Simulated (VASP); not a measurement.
# Sn (Fd-3m) in VASP: settings compared, part 2 of 2

VASP 6.6.1.

**3. Band structure, PBE, spin-orbit coupling, no magnetisation**

The input, INCAR:

```
PREC = Accurate
ENCUT = 520
EDIFF = 1E-6
ISMEAR = 0
SIGMA = 0.03
LREAL = F
LASPH = T
NELM = 80
ALGO = Normal
ISIF = 2
LWAVE = F
LCHARG = F
LNONCOLLINEAR = T
MAGMOM = 0 0 0 0 0 0
LORBIT = 11
LSORBIT = T
GGA_COMPAT = F
GGA = PE
KPAR = 4
```

The input, KPOINTS:

```
Automatic mesh
0
Gamma
  10 10 10
```

The input, POSCAR:

```
Sn                                      
1.0
    0.0000000000      3.2685833779      3.2685833779
    3.2685833779      0.0000000000      3.2685833779
    3.2685833779      3.2685833779      0.0000000000
  Sn            
     2
Direct
     0.0000000000000000    0.0000000000000000    0.0000000000000000
     0.2500000000000000    0.2500000000000000    0.2500000000000000
```

KPOINTS_OPT is that of step 2.

Potentials or basis: VASP PAW PBE potentials, release 64 (Sn_d).

Started as:

```
$ cat potpaw_PBE.64/Sn_d/POTCAR > POTCAR
$ mpirun -np 4 vasp_ncl > vasp.out
```

OUTCAR:

```text
PREC = Accurate
   ENCUT = 520
   EDIFF = 1E-6
   ISMEAR = 0
   LREAL = F
   LASPH = T
   NELM = 80
   ISIF = 2
   LNONCOLLINEAR = T
   LORBIT = 11
   LSORBIT = T
   GGA = PE

 ion  position               nearest neighbor table
   1  0.000  0.000  0.000-   2 2.83   2 2.83   2 2.83   2 2.83
   2  0.250  0.250  0.250-   1 2.83   1 2.83   1 2.83   1 2.83

  LATTYP: Found a face centered cubic cell.
 ALAT       =     6.5371667558

  Lattice vectors:

 A1 = (   0.0000000000,   3.2685833779,   3.2685833779)
 A2 = (   3.2685833779,   0.0000000000,   3.2685833779)
 A3 = (   3.2685833779,   3.2685833779,   0.0000000000)

Analysis of symmetry for initial positions (statically):
=====================================================================
 Subroutine PRICEL returns:
 Original cell was already a primitive cell.

 Routine SETGRP: Setting up the symmetry group for a
 face centered cubic supercell.

 Subroutine GETGRP returns: Found 48 space group operations
 (whereof 24 operations were pure point group operations)
 out of a pool of 48 trial point group operations.

The static configuration has the point symmetry T_d .
 The point group associated with its full space group is O_h .

Analysis of symmetry for dynamics (positions and initial velocities):
=====================================================================
 Subroutine PRICEL returns:
 Original cell was already a primitive cell.

 Routine SETGRP: Setting up the symmetry group for a
 face centered cubic supercell.

 Subroutine GETGRP returns: Found 48 space group operations
 (whereof 24 operations were pure point group operations)
 out of a pool of 48 trial point group operations.

The dynamic configuration has the point symmetry T_d .
 The point group associated with its full space group is O_h .

Analysis of structural, dynamic, and magnetic symmetry:
=====================================================================
 Subroutine PRICEL returns:
 Original cell was already a primitive cell.

 Routine SETGRP: Setting up the symmetry group for a
 face centered cubic supercell.

 Subroutine GETGRP returns: Found 48 space group operations
 (whereof 24 operations were pure point group operations)
 out of a pool of 48 trial point group operations.

The overall configuration has the point symmetry T_d .
 The point group associated with its full space group is O_h .

 Subroutine INISYM returns: Found 48 space group operations
 (whereof 24 operations are pure point group operations),
 and found     1 'primitive' translations

----------------------------------------------------------------------------------------

                                     Primitive cell

  volume of cell :      69.8407

  direct lattice vectors                    reciprocal lattice vectors
     0.000000000  3.268583378  3.268583378    -0.152971469  0.152971469  0.152971469
[... 136 lines left out ...]
  ---------------------------------------------------
  free energy    TOTEN  =        -7.78028287 eV

  energy without entropy =       -7.78015381  energy(sigma->0) =       -7.78021834

 E-fermi :   5.4258     XC(G=0):  -8.7792

 val. band max:        5.4190355066   @ k =   0.4000   0.0000   0.0000
 cond. band min:       5.5156651768   @ k =   0.1000   0.0000   0.0000
 fundamental gap:      0.0966296702
 Fermi energy:         5.4258118820

 k-point     1 :       0.0000    0.0000    0.0000
  band No.  band energies     occupation
      1     -16.7247      1.00000
      2     -16.7247      1.00000
      3     -16.7247      1.00000
      4     -16.7247      1.00000
      5     -16.6326      1.00000
      6     -16.6326      1.00000
[... 925 lines left out ...]
     35      11.2690      0.00000
     36      11.2690      0.00000

 [... further k-points ...]

------------------------ aborting loop because EDIFF is reached ----------------------------------------

  FORCE on cell =-STRESS in cart. coord.  units (eV):
  Direction    XX          YY          ZZ          XY          YZ          ZX
  --------------------------------------------------------------------------------------
  -------------------------------------------------------------------------------------
  Total        0.9464629      0.9464629      0.9464629     -0.0000000      0.0000000     -0.0000000
  in kB       21.7122831     21.7122831     21.7122831     -0.0000000      0.0000000     -0.0000000
  external PRESSURE =      21.7122831 kB  Pullay stress =       0.0000000 kB

 VOLUME and BASIS-vectors are now :
 -----------------------------------------------------------------------------
  energy-cutoff  :      520.00
  volume of cell :       69.84
      direct lattice vectors                 reciprocal lattice vectors
     0.000000000  3.268583378  3.268583378    -0.152971469  0.152971469  0.152971469
     3.268583378  0.000000000  3.268583378     0.152971469 -0.152971469  0.152971469
     3.268583378  3.268583378  0.000000000     0.152971469  0.152971469 -0.152971469

 POSITION                                       TOTAL-FORCE (eV/Angst)
 -----------------------------------------------------------------------------------
      0.00000      0.00000      0.00000        -0.000000     -0.000000     -0.000000
      1.63429      1.63429      1.63429         0.000000      0.000000      0.000000
 -----------------------------------------------------------------------------------
    total drift:                                0.000000      0.000000      0.000000

  FREE ENERGIE OF THE ION-ELECTRON SYSTEM (eV)
  ---------------------------------------------------
  free  energy   TOTEN  =        -7.7802828723 eV

  energy  without entropy=       -7.7801538109  energy(sigma->0) =       -7.78021834

 Spin-Orbit-Coupling matrix elements

 Ion:    1  E_soc:     -0.1155935
 l=   1
     0.0000000    -0.0130488    -0.0130488
    -0.0130488     0.0000000    -0.0130488
    -0.0130488    -0.0130488     0.0000000
 l=   2
     0.0000000    -0.0012350     0.0000000    -0.0012350    -0.0049818
    -0.0012350     0.0000000    -0.0037363    -0.0012350    -0.0012454
     0.0000000    -0.0037363     0.0000000    -0.0037363     0.0000000
    -0.0012350    -0.0012350    -0.0037363     0.0000000    -0.0012454
    -0.0049818    -0.0012454     0.0000000    -0.0012454     0.0000000
 l=   3
     0.0000000     0.0000000     0.0000000     0.0000000     0.0000000     0.0000000     0.0000000
     0.0000000     0.0000000     0.0000000     0.0000000     0.0000000     0.0000000     0.0000000
     0.0000000     0.0000000     0.0000000     0.0000000     0.0000000     0.0000000     0.0000000
     0.0000000     0.0000000     0.0000000     0.0000000     0.0000000     0.0000000     0.0000000
     0.0000000     0.0000000     0.0000000     0.0000000     0.0000000     0.0000000     0.0000000
     0.0000000     0.0000000     0.0000000     0.0000000     0.0000000     0.0000000     0.0000000
     0.0000000     0.0000000     0.0000000     0.0000000     0.0000000     0.0000000     0.0000000

 Ion:    2  E_soc:     -0.1155935
 l=   1
     0.0000000    -0.0130488    -0.0130488
    -0.0130488     0.0000000    -0.0130488
    -0.0130488    -0.0130488     0.0000000
 l=   2
     0.0000000    -0.0012350     0.0000000    -0.0012350    -0.0049818
    -0.0012350     0.0000000    -0.0037363    -0.0012350    -0.0012454
     0.0000000    -0.0037363     0.0000000    -0.0037363     0.0000000
    -0.0012350    -0.0012350    -0.0037363     0.0000000    -0.0012454
    -0.0049818    -0.0012454     0.0000000    -0.0012454     0.0000000
 l=   3
     0.0000000     0.0000000     0.0000000     0.0000000     0.0000000     0.0000000     0.0000000
     0.0000000     0.0000000     0.0000000     0.0000000     0.0000000     0.0000000     0.0000000
     0.0000000     0.0000000     0.0000000     0.0000000     0.0000000     0.0000000     0.0000000
     0.0000000     0.0000000     0.0000000     0.0000000     0.0000000     0.0000000     0.0000000
     0.0000000     0.0000000     0.0000000     0.0000000     0.0000000     0.0000000     0.0000000
     0.0000000     0.0000000     0.0000000     0.0000000     0.0000000     0.0000000     0.0000000
     0.0000000     0.0000000     0.0000000     0.0000000     0.0000000     0.0000000     0.0000000

 total charge

# of ion       s       p       d       tot
------------------------------------------
    1        1.169   1.194   9.966  12.329
    2        1.169   1.194   9.966  12.329
--------------------------------------------------
tot          2.339   2.387  19.933  24.659

 magnetization (x)

# of ion       s       p       d       tot
------------------------------------------
    1       -0.000   0.000  -0.000  -0.000
    2       -0.000   0.000  -0.000  -0.000
--------------------------------------------------
tot         -0.000   0.000  -0.000  -0.000

 magnetization (y)

# of ion       s       p       d       tot
------------------------------------------
    1        0.000   0.000  -0.000   0.000
    2        0.000   0.000  -0.000   0.000
--------------------------------------------------
tot          0.000   0.000  -0.000   0.000

 magnetization (z)

# of ion       s       p       d       tot
------------------------------------------
    1       -0.000   0.000   0.000   0.000
    2       -0.000   0.000   0.000   0.000
--------------------------------------------------
tot         -0.000   0.000   0.000   0.000
```

Run time: 5.3 min. Hardware: 4 MPI ranks of Intel Xeon Platinum 8375C at 2.90GHz (Ice Lake), shared host; peak memory 0.53 GiB.

What came out:

```yaml
Free_energy: -7.7803 eV
Pressure: 2.2 GPa
Valence_electrons_inside_the_program's_atomic_spheres: Sn 12.33
```
